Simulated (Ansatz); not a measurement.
Runs of Ansatz 0.2.0 on MgS (Niningerite). Symmetry: Fm-3m, No. 225, cubic system. Conventional cell: a = 5.203 Å, b = 5.203 Å, c = 5.203 Å, α = 90.00°, β = 90.00°, γ = 90.00°. S (site symmetry m-3m) has 6 Mg at 2.60 Å as nearest neighbours. Mg (site symmetry m-3m) is surrounded by 6 S at 2.60 Å. 

```csv
task,level,cell,cutoff (eV),points for each segment of the path,pressure (GPa)
band structure,r2SCAN50,as given,500,4,-1.6
band structure,r2SCAN0,as given,500,4,(a)
band structure,r2SCANh,as given,500,4,-0.3
band structure,HF,as given,420,4,4.0
relaxation of cell and atoms,HF,relaxed,420,-,0.0
```

Alike in all rows: potentials or basis Ansatz PAW; no spin polarisation; k mesh 5 × 5 × 5; smearing fermi-dirac 0.05 eV.

**Question.** Estimate the missing entries.

**Answer.** (a) -0.8.

Caveats: the PAW data sets come from PBE, with cores solved anew for the run's functional, which leaves a small shift of forces and pressure; the thresholds are loose for stress (some runs); the plane-wave basis is chosen anew once the cell has moved, so the energies of steps on either side of that aren't comparable (some runs).
